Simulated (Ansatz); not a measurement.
# Zr2COS MXene monolayer in a perpendicular field, part 2 of 2

Aim: how the Zr2COS MXene monolayer screens a field along its normal, and what the field does to its bands. A positive field points along +c.

Ansatz 0.2.0; plane-wave DFT, PBE-D3(BJ), Ansatz PAW (set soft_1); PAW set soft_1 (the session's first sound run).

So far. Step 7 (Single point, field -0.3 V/Å): The dipole is -0.0302 e·Å, -0.108 e·Å from its value without field. Step 8 (Response, atoms held): The induced dipole is that of a conductor 6.65 Å thick.

## 9. With spin-orbit coupling, k-mesh 12×12×1 (continued)

The electronic bands at the labelled points (eV, zero at the Fermi level):

| point | band 37 | band 38 | band 39 | band 40 | band 41 | band 42 | band 43 | band 44 |
| --- | --- | --- | --- | --- | --- | --- | --- | --- |
| Γ | 0.19 | 0.19 | 0.25 | 0.25 | 1.31 | 1.31 | 1.31 | 1.31 |
| halfway | -1.08 | -1.05 | -0.79 | -0.78 | 0.49 | 0.51 | 2.50 | 2.51 |
| M | -1.30 | -1.30 | -0.75 | -0.75 | 0.02 | 0.02 | 2.51 | 2.51 |
| halfway | -2.11 | -2.09 | -1.51 | -1.47 | 1.09 | 1.10 | 2.72 | 2.73 |
| K | -2.21 | -2.18 | -2.10 | -2.07 | 1.90 | 1.93 | 2.40 | 2.40 |
| halfway | -1.75 | -1.74 | -1.09 | -1.04 | 1.27 | 1.29 | 1.70 | 1.71 |
| Γ | 0.19 | 0.19 | 0.25 | 0.25 | 1.31 | 1.31 | 1.31 | 1.31 |

The work function of the upper face is 4.70 eV.

## 10. With spin-orbit coupling, k-mesh 12×12×1, field 0.2 V/Å

The same in a field along the normal.

Input file input.yaml:

```yaml
crystal:
  lattice:
    - [3.3616405586, 0.0, 0.0]
    - [-1.6808202793, 2.9112661222, 0.0]
    - [0.0, 0.0, 23.2239885157]
  atoms:
    - { symbol: S, position: [0.3333333333, 0.6666666667, 0.3875303329] }
    - { symbol: Zr, position: [0.6666666667, 0.3333333333, 0.4565851176] }
    - { symbol: C, position: [0.0, 0.0, 0.5138796611] }
    - { symbol: Zr, position: [0.3333333333, 0.6666666667, 0.5741454658] }
    - { symbol: O, position: [0.6666666667, 0.3333333333, 0.6124696671] }
kpoints:
  mp_grid: { grid: [12, 12, 1] }
  band_path: { path: [[0, 0, 0], [0.12, 0, 0]], npoints: 24 }
hamiltonian:
  xc: pbe
  pseudopotentials: { kind: paw_fr, azcp: { folder: soft_1 } }
magnetization:
  noncollinear: true
  spin_orbit: true
scf:
  occupations: { method: fermi_dirac, width: 0.05 }
  convergence: { dr2_threshold: 1.0e-09 }
efield:
  axis: 3
  dipole_correction: true
  ramp_position: 0.938
  ramp_width: 0.1158
  amplitude: 0.2
output:
  write_potential: true
  write_density: true
  volumetric_format: npy
```

Command:

```sh
$ ansatz run input.yaml --threads 4 --pin off --max-ram 6144MiB --backend cpu --events-out ev --progress --plain --runs-dir out
```

Elapsed: 36 s, on 4 threads of Arm Neoverse V1, shared host; peak memory 1.4 GiB; 2.4 min of CPU time.

Numbers from this step:

| Item | Value |
| --- | --- |
| energy at zero smearing | -10095.8079 eV |
| dipole along the normal | 0.1498 e·Å |

The dipole is 0.150 e·Å.

## 11. Spin splitting near the zone centre

This step: plane-wave DFT, PBE, fully relativistic PAW with spin-orbit coupling; spin splitting near the zone centre; PAW set soft_1 (Ansatz 0.2.0).

Levels that meet at the zone centre are followed outwards; a split that grows in proportion to k gives the Rashba parameter as ΔE/2k.

This step gave:

```yaml
largest_split_over_2k_that_stays_linear_in_k: 0.3166 eV Å
```

Groups of levels that meet at the zone centre and whose split, tested at two k, grows in proportion to k or stays under 1 meV; groups that fail this test are left out. Spin splitting, by row:

```csv
level at the first point (eV from the Fermi level),states,split at k = 0.032 1/A (eV),split over 2k (eV Å)
1.319,2,5.00e-4,0
1.54,2,0.0205,0.3166
```

## 12. A changed input: scf.n_extra_bands = 1

This step: plane-wave DFT, PBE-D3(BJ), Ansatz PAW (set soft_1) (Ansatz 0.2.0).

A run with a changed input: it repeats the earlier run at 0.1 V/Å with scf.n_extra_bands to 1.

input.yaml, the sections that differ from step 10:

```yaml
kpoints:
  mp_grid: { grid: [18, 18, 1] }
  band_path:
    path: [[0, 0, 0], [0.5, 0, 0], [0.33333333, 0.33333333, 0], [0, 0, 0]]
    npoints: 16
hamiltonian:
  xc: pbe
  dispersion: d3bj
  pseudopotentials: { kind: paw, azcp: { folder: soft_1 } }
scf:
  occupations: { method: fermi_dirac, width: 0.05 }
  convergence: { dr2_threshold: 1.0e-10 }
  n_extra_bands: 1
efield:
  axis: 3
  dipole_correction: true
  ramp_position: 0.938
  ramp_width: 0.1158
  amplitude: 0.1
# crystal, output: as in step 10
# magnetization: removed
```

Wall time 10 s (4 threads); peak memory 0.54 GiB.

This step gave:

```
energy at zero smearing : -10095.3814 eV
dipole along the normal : 0.1138 e·Å
```

The electronic bands at the labelled points (eV, zero at the Fermi level):

```
  point  band 17  band 18  band 19  band 20  band 21
      Γ    -2.14    -1.12     0.18     0.18     1.29
halfway    -2.40    -2.15    -1.09    -0.83     0.47
      M    -2.96    -2.39    -1.34    -0.79    -0.01
halfway    -2.75    -2.46    -2.13    -1.53     1.07
      K    -3.10    -2.53    -2.24    -2.12     1.89
halfway    -2.48    -2.04    -1.78    -1.10     1.25
      Γ    -2.14    -1.12     0.18     0.18     1.29
```

| quantity | this run | earlier run | difference |
| --- | --- | --- | --- |
| dipole along the normal (e·Å) | 0.1138 | 0.1138 | -1.7e-6 |

The dipole moves by under 0.5 % or 5e-5 e·Å.

## 13. The same run with other settings

Another changed input: it repeats the earlier run at 0.1 V/Å with efield.dipole_correction from true to false.

input.yaml, as its differences from that of step 12:

```diff
@@ -23,6 +23,5 @@
   convergence: { dr2_threshold: 1.0e-10 }
-  n_extra_bands: 1
 efield:
   axis: 3
-  dipole_correction: true
+  dipole_correction: false
   ramp_position: 0.938
```

Run time: 11 s. Hardware: 4 threads; peak memory 0.6 GiB; 43 s of CPU time.

```
                     quantity  this run  earlier run  difference
dipole along the normal (e·Å)    0.1594       0.1138       0.046
```

With the dipole correction off, the periodic images add a field of their own to the typed one.

It moves by +0.0457 e·Å.

These numbers are not those of the isolated slab.

## 14. Outcome

```json
{
 "gap without field": "none",
 "work function, upper face": "4.68 eV",
 "step between the vacuum levels": "-1.44 eV",
 "equivalent conductor thickness, atoms held": "6.65 Å",
 "largest split over 2k that stays linear in k at 0.2 V/Å": "0.317 eV Å"
}
```

The induced dipole equals that of a perfect conductor 6.65 Å thick, while the outer atoms lie 5.22 Å apart. The two faces differ: the vacuum level above lies 1.44 eV lower than the one below. There is no gap over 0.03 eV, with or without the field. The main runs have no spin polarisation; a magnetic state could lie lower and would change these results. The field series itself is without spin-orbit coupling. The MXene's terminations sit over the metal atoms of its far layer; the site over carbon or nitrogen, which some compounds prefer, was not run.

[Long decimals in the printed logs are rounded to 6 places.]

[Logs are printed without paths, hosts, clocks, repeated set-up lines and the standing remarks that a program may print on its own settings, such as how far it seeks lower states.]

[Hosts, paths, dates, database ids (printed as entryN), source tags and the programs' standing remarks are cut or masked in the printed files.]

[Maps of the electrostatic potential energy from Ansatz leave out the sawtooth potential of an applied field or a dipole correction, so their vacuum need not be flat; planar profiles and work functions include it.]
